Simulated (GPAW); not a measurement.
# NiO (F-43m) in GPAW: settings compared, part 2 of 2

GPAW 26.7.0. Earlier steps stand in the parts before.

## Step 3: Band structure, BLYP, collinear spin, ferromagnetic start

The input, run.py:

```python
from ase.dft.bandgap import bandgap
from ase.io import read, write
from ase.units import GPa
from gpaw import GPAW, PW, setup_paths

setup_paths.insert(0, '.')

atoms = read('POSCAR')
atoms.set_initial_magnetic_moments([1.0, 0.0])

calc = GPAW(mode=PW(800),
            xc='BLYP',
            kpts={'size': (7, 7, 7), 'gamma': True},
            occupations={'name': 'fermi-dirac', 'width': 0.05},
            nbands=22,
            convergence={'density': 1e-05, 'energy': 1e-05},
            eigensolver='davidson',
            maxiter=150,
            txt='gpaw.txt')
atoms.calc = calc
energy = atoms.get_potential_energy()
forces = atoms.get_forces()
stress = atoms.get_stress()
calc.write('gs.gpw')
write('result.traj', atoms)
print(f'Energy: {energy:.6f} eV')
print('Forces (eV/A):')
print(forces.round(4))
print('Stress (GPa):', (stress / GPa).round(3))
print('Moments:', calc.get_magnetic_moments().round(3))
print('Fermi level:', round(calc.get_fermi_level(), 4), 'eV')
print(f'Gap: {bandgap(calc)[0]:.4f} eV, direct: {bandgap(calc, direct=True)[0]:.4f} eV')

path = atoms.cell.bandpath('GXWKGLUWLK,UX', npoints=60, eps=1e-4)
bs_calc = calc.fixed_density(kpts=path, symmetry='off', nbands=32,
                             convergence={'bands': 'CBM+6.0', 'eigenstates': 1e-6}, txt='bands.txt')
bs = bs_calc.band_structure()
bs.write('bs.json')
print(f'Gap on the path: {bandgap(bs_calc)[0]:.4f} eV')
```

The input, POSCAR:

```
NiO
1.0
    0.0000000000      2.2406300000      2.2406300000
    2.2406300000      0.0000000000      2.2406300000
    2.2406300000      2.2406300000      0.0000000000
Ni O
1 1
Direct
    0.0000000000      0.0000000000      0.0000000000
    0.7500000000      0.7500000000      0.7500000000
```

Potentials or basis: PAW data sets generated in the run's folder for this functional, pw.

Run with:

```
gpaw-setup -f BLYP Ni O
OMP_NUM_THREADS=1 python run.py
```

Wall time 92 s (1 thread of Arm Neoverse V1, shared host); peak memory 0.27 GiB.

The run converged. Its results:

| Quantity | Value |
| --- | --- |
| Free energy | -12.6332 eV |
| Pressure | 6.8 GPa |
| Band gap along the path | none (metal or under the smearing width) |
| Net moment | 1.88 μB per cell |
| Site moments | Ni +1.49; O +0.27 μB |

Levels at the corners of the path, in eV from the Fermi level:
Spin up:
```tsv
point	band 10	band 11	band 12	band 13
Γ	0.18	0.18	0.18	0.46
X	-1.86	-1.86	-1.80	5.56
W	-2.15	-2.06	-1.05	7.28
K	-2.32	-1.53	-1.30	6.82
Γ	0.18	0.18	0.18	0.46
L	-2.38	-0.67	-0.67	5.81
U	-2.32	-1.53	-1.30	6.82
W	-2.15	-2.06	-1.05	7.28
L	-2.38	-0.67	-0.67	5.81
K	-2.32	-1.53	-1.30	6.82
U	-2.32	-1.53	-1.30	6.82
X	-1.86	-1.86	-1.80	5.56
```
Spin down:
```csv
point,band 6,band 7,band 8,band 9,band 10,band 11,band 12,band 13
Γ,-5.12,-5.12,-1.43,-1.43,0.78,1.78,1.78,1.78
X,-4.55,-4.55,-1.54,-1.11,-0.82,-0.10,-0.10,6.08
W,-5.46,-4.61,-1.62,-1.30,-1.02,-0.22,0.33,7.86
K,-5.17,-4.65,-1.67,-1.21,-0.81,-0.10,0.24,7.34
Γ,-5.12,-5.12,-1.43,-1.43,0.78,1.78,1.78,1.78
L,-4.88,-4.88,-1.21,-1.21,-0.75,0.84,0.84,6.12
U,-5.17,-4.65,-1.67,-1.21,-0.81,-0.10,0.24,7.34
W,-5.46,-4.61,-1.62,-1.30,-1.02,-0.22,0.33,7.86
L,-4.88,-4.88,-1.21,-1.21,-0.75,0.84,0.84,6.12
K,-5.17,-4.65,-1.67,-1.21,-0.81,-0.10,0.24,7.34
U,-5.17,-4.65,-1.67,-1.21,-0.81,-0.10,0.24,7.34
X,-4.55,-4.55,-1.54,-1.11,-0.82,-0.10,-0.10,6.08
```

Caveat: the stock nickel data set gives pressures a few GPa off other programs; a cell with one magnetic atom can't hold antiferromagnetic order, which such compounds often take; semilocal functionals often make such compounds metallic where correlation or magnetic order opens a gap, which also shifts bond lengths.

## Step 4: Band structure, r2SCAN, collinear spin, ferromagnetic start

run.py: that of step 3 with these lines changed.

```diff
@@ -2,8 +2,7 @@
 from ase.io import read, write
-from ase.units import GPa
-from gpaw import GPAW, PW, setup_paths
+from ase.units import Bohr, GPa
+from gpaw import GPAW, PW
+from gpaw.elf import elf_from_dft_calculation
 
-setup_paths.insert(0, '.')
-
-atoms = read('POSCAR')
+atoms = read('NiO.xyz')
 atoms.set_initial_magnetic_moments([1.0, 0.0])
@@ -11,3 +10,3 @@
 calc = GPAW(mode=PW(800),
-            xc='BLYP',
+            xc='MGGA_X_R2SCAN+MGGA_C_R2SCAN',
             kpts={'size': (7, 7, 7), 'gamma': True},
@@ -16,3 +15,2 @@
             convergence={'density': 1e-05, 'energy': 1e-05},
-            eigensolver='davidson',
             maxiter=150,
@@ -33,2 +31,8 @@
 
+# fields on the real-space grid
+write('density.cube', atoms, data=calc.get_pseudo_density() * Bohr**3)
+write('potential.cube', atoms, data=calc.get_electrostatic_potential())
+write('spin.cube', atoms, data=(calc.get_pseudo_density(spin=0) - calc.get_pseudo_density(spin=1)) * Bohr**3)
+write('elf.cube', atoms, data=elf_from_dft_calculation(calc).data)
+
 path = atoms.cell.bandpath('GXWKGLUWLK,UX', npoints=60, eps=1e-4)
```

The input, NiO.xyz:

```xyz
2
Lattice="0.0000000000 2.2406300000 2.2406300000 2.2406300000 0.0000000000 2.2406300000 2.2406300000 2.2406300000 0.0000000000" Properties=species:S:1:pos:R:3 pbc="T T T"
Ni     0.0000000000      0.0000000000      0.0000000000
O      3.3609450000      3.3609450000      3.3609450000
```

Potentials or basis: GPAW PAW data sets (gpaw-data 1.2.1), pw.

Run with:

```
OMP_NUM_THREADS=1 python run.py
```

It took 3.6 min on 1 thread of Arm Neoverse V1, shared host; peak memory 0.36 GiB.

The run converged. Its results:

| Item | Value |
| --- | --- |
| Free energy | -20.5336 eV |
| Pressure | -1.3 GPa |
| Band gap along the path | none (metal or under the smearing width) |
| Net moment | 2.00 μB per cell |
| Site moments | Ni +1.65; O +0.27 μB |

Levels at the corners of the path, in eV from the Fermi level:
Spin up:
| point | band 10 | band 11 | band 12 | band 13 |
| --- | --- | --- | --- | --- |
| Γ | -0.71 | -0.71 | -0.71 | 0.06 |
| X | -2.92 | -2.92 | -2.60 | 5.08 |
| W | -3.35 | -2.93 | -1.94 | 6.86 |
| K | -3.43 | -2.39 | -2.23 | 6.40 |
| Γ | -0.71 | -0.71 | -0.71 | 0.06 |
| L | -3.33 | -1.55 | -1.55 | 5.61 |
| U | -3.43 | -2.39 | -2.23 | 6.40 |
| W | -3.35 | -2.93 | -1.94 | 6.86 |
| L | -3.33 | -1.55 | -1.55 | 5.61 |
| K | -3.43 | -2.39 | -2.23 | 6.40 |
| U | -3.43 | -2.39 | -2.23 | 6.40 |
| X | -2.92 | -2.92 | -2.60 | 5.08 |
Spin down:
```csv
point,band 6,band 7,band 8,band 9,band 10,band 11,band 12,band 13
Γ,-5.59,-5.59,-2.19,-2.19,0.41,1.89,1.89,1.89
X,-5.09,-5.09,-1.87,-1.64,-1.48,-0.03,-0.03,5.78
W,-6.06,-5.18,-1.76,-1.75,-1.72,-0.13,0.18,7.66
K,-5.78,-5.19,-1.88,-1.87,-1.27,-0.10,0.24,7.09
Γ,-5.59,-5.59,-2.19,-2.19,0.41,1.89,1.89,1.89
L,-5.42,-5.42,-1.88,-1.88,-0.72,0.88,0.88,6.03
U,-5.78,-5.19,-1.88,-1.87,-1.27,-0.10,0.24,7.09
W,-6.06,-5.18,-1.76,-1.75,-1.72,-0.13,0.18,7.66
L,-5.42,-5.42,-1.88,-1.88,-0.72,0.88,0.88,6.03
K,-5.78,-5.19,-1.88,-1.87,-1.27,-0.10,0.24,7.09
U,-5.78,-5.19,-1.88,-1.87,-1.27,-0.10,0.24,7.09
X,-5.09,-5.09,-1.87,-1.64,-1.48,-0.03,-0.03,5.78
```

Caveat: the stock nickel data set gives pressures a few GPa off other programs; the PAW data sets were made with another functional, which shifts forces and pressure a little; a cell with one magnetic atom can't hold antiferromagnetic order, which such compounds often take; semilocal functionals often make such compounds metallic where correlation or magnetic order opens a gap, which also shifts bond lengths.

## Step 5: Overview

| level | potentials or basis | eigensolver | pressure (GPa) | moment (μB) |
| --- | --- | --- | --- | --- |
| revPBE | the program's PAW data sets (release 1.2.1) made for this functional, pw | - | 7.7 | 1.93 |
| BLYP | PAW data sets generated in the run's folder for this functional, pw | davidson | 6.8 | 1.88 |
| r2SCAN | GPAW PAW data sets (gpaw-data 1.2.1), pw | - | -1.3 | 2.00 |

Alike in all rows: task band structure; spin collinear, ferromagnetic start; cell as given; k mesh 7 × 7 × 7; cutoff (eV) 800; smearing fermi-dirac 0.05 eV.

Caveats: the stock nickel data set gives pressures a few GPa off other programs; a cell with one magnetic atom can't hold antiferromagnetic order, which such compounds often take; semilocal functionals often make such compounds metallic where correlation or magnetic order opens a gap, which also shifts bond lengths; the PAW data sets were made with another functional, which shifts forces and pressure a little (some runs).

Absolute energies hang on the potentials; compare differences alone.
